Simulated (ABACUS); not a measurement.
## Li2O under changes of volume

One of the cells (8.399 Å³/atom); the others are scaled copies at fixed shape and fractional positions:

```
O Li
1.0
     0.00000    2.32685    2.32685
     2.32685    0.00000    2.32685
     2.32685    2.32685    0.00000
O Li
1 2
Direct
  0.00000 0.00000 0.00000
  0.25000 0.25000 0.25000
  0.75000 0.75000 0.75000
```

The cell comes from a database or a generator and needn't be the stable form of this composition.

```yaml
Program: ABACUS 3.10.1
Functional: PBE
Potentials_or_basis: PseudoDojo NC SR 0.4.1 PBE standard
Cutoff: 1143 eV
Density_cutoff: 4572 eV
Basis: plane waves
k_mesh: 10 × 10 × 10
Occupations: fermi-dirac, width 0.05 eV
Spin: no spin polarisation
```

| volume (Å³/atom) | energy over the lowest point (meV/atom) | pressure (GPa) | gap on the mesh (eV) |
| --- | --- | --- | --- |
| 7.895 | 3.66 | 3.6 | 5.09 |
| 8.063 | ? | ? | ? |
| 8.231 | 0.00 | 0.0 | 5.00 |
| 8.399 | 0.83 | -1.6 | 4.96 |
| 8.567 | 3.19 | -3.0 | 4.92 |
| 8.735 | 6.96 | -4.2 | 4.84 |
| 8.903 | 12.00 | -5.4 | 4.71 |

What does the run at 8.063 Å³/atom give?

Energy over the lowest point 0.89 meV/atom; pressure 1.7 GPa; gap on the mesh 5.04 eV.

Worked out: A Birch-Murnaghan fit of order 3 (a polynomial in V^(-2/3)) to the other rows has its minimum at 8.23 Å³/atom with B0 = V·E''(V) = 80 GPa and B' = 3.9. It gives 0.89 meV/atom at 8.063 Å³/atom, against the run's 0.89, and -dE/dV = 1.7 GPa, against 1.7. A parabola through the other rows of the gap, of slope -1.46 eV per unit of ln V there, gives 5.06 eV, against the run's 5.04.

Energies are extrapolated to zero smearing.

A mesh can miss the band edges.
